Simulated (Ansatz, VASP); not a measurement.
## Two plane-wave programs on Ta

```
Ta
1.0
    -1.62598    1.68397    1.67912
     1.64043   -1.64940    1.65901
     1.66637    1.68979   -1.64455
Ta
1
Direct
  0.00000 0.00000 0.00000
```

Alike in both runs: task single point; functional PBE; k mesh 8 × 8 × 8; occupations fermi-dirac, width 0.15 eV; no spin polarisation.

|  | VASP | Ansatz |
| --- | --- | --- |
| version | VASP 6.6.1 | Ansatz 0.2.0 |
| potentials or method | VASP PAW PBE potentials, release 64 (Ta_pv) | plane waves, PAW |
| plane-wave cutoff (eV) | 520 | 540 |
| valence electrons in the cell | 11 | 13 |

Ansatz gave:

```
pressure (GPa)                                  : -3.8
largest component of the traceless stress (GPa) : 1.62
```

Which values does VASP return?

Pressure (GPa): -3.7; largest component of the traceless stress (GPa): 1.62.

The functional is the same, so the differences come from potentials, cutoffs and numerics. The two sets of potentials don't hold the same shells in valence. Ansatz warned: «stress_scf_threshold_loose».

Spin-orbit coupling is left out, which matters for the levels of Ta.
